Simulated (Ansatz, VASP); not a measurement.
# One calculation of SnO, two programs

File INCAR:

```
SYSTEM = SnO
  PREC = Accurate
  ENCUT = 520
  EDIFF = 1E-6
  ISMEAR = 0
  SIGMA = 0.15
  LREAL = .False.
  LASPH = .True.
  NELM = 80
  ALGO = Normal
  ISIF = 2
  LWAVE = .False.
  LCHARG = .False.
  NBANDS = 28
```

The input KPOINTS:

```
Automatic mesh
0
Gamma
  10 10 8
  0 0 0
```

POSCAR

```
SnO
1.0
    4.0306000000      0.0000000000      0.0000000000
    0.0000000000      4.0306000000      0.0000000000
    0.0000000000      0.0000000000      4.2829000000
Sn O
2 2
Direct
    0.0000000000      0.5000000000      0.2457459271
    0.5000000000      0.0000000000      0.7542540729
    0.0000000000      0.0000000000      0.0000000000
    0.5000000000      0.5000000000      0.0000000000
```

Input for Ansatz:

```yaml
crystal:
  lattice:
    - [4.0306, 0.0, 0.0]
    - [0.0, 4.0306, 0.0]
    - [0.0, 0.0, 4.2829]
  atoms:
    - { symbol: Sn, position: [0.0, 0.5, 0.2457459271] }
    - { symbol: Sn, position: [0.5, 0.0, 0.7542540729] }
    - { symbol: O, position: [0.0, 0.0, 0.0] }
    - { symbol: O, position: [0.5, 0.5, 0.0] }
basis:
  ecutwfc: 520.0
kpoints:
  mp_grid: { grid: [10, 10, 8] }
hamiltonian:
  xc: lda
scf:
  occupations: { method: gaussian, width: 0.15 }
output:
  forces: true
  stress: true
  eigenvalues: true
```

Alike in both runs: task single point; functional LDA; k mesh 10 × 10 × 8; occupations gaussian, width 0.15 eV; no spin polarisation.

|  | VASP | Ansatz |
| --- | --- | --- |
| version | VASP 6.6.1 | Ansatz 0.2.0 |
| potentials or method | VASP PAW LDA potentials, release 64 (Sn_d, O) | scalar-relativistic, plane waves, PAW |
| plane-wave cutoff (eV) | 520 | 520 |
| valence electrons in the cell | 40 | 40 |

|  | VASP | Ansatz | Ansatz less VASP |
| --- | --- | --- | --- |
| gap on the k mesh at the Fermi level (eV) | 0.62 | 0.65 | +0.024 |
| least direct gap on the mesh (eV) | 1.47 | 1.50 | +0.031 |
| pressure (GPa) | -6.6 | -6.9 | -0.33 |
| largest component of the traceless stress (GPa) | 6.84 | 6.90 | +0.056 |
| rms of the force components (eV/Å) | 0.052 | 0.088 | +0.0366 |

Atom by atom the forces differ by 0.037 eV/Å (rms over components).

Caveats: spin-orbit coupling is left out, which moves the levels of the heavy elements. A k mesh can miss the band edges. Expect the measured gap to be larger: semilocal functionals such as LDA lack the derivative discontinuity.
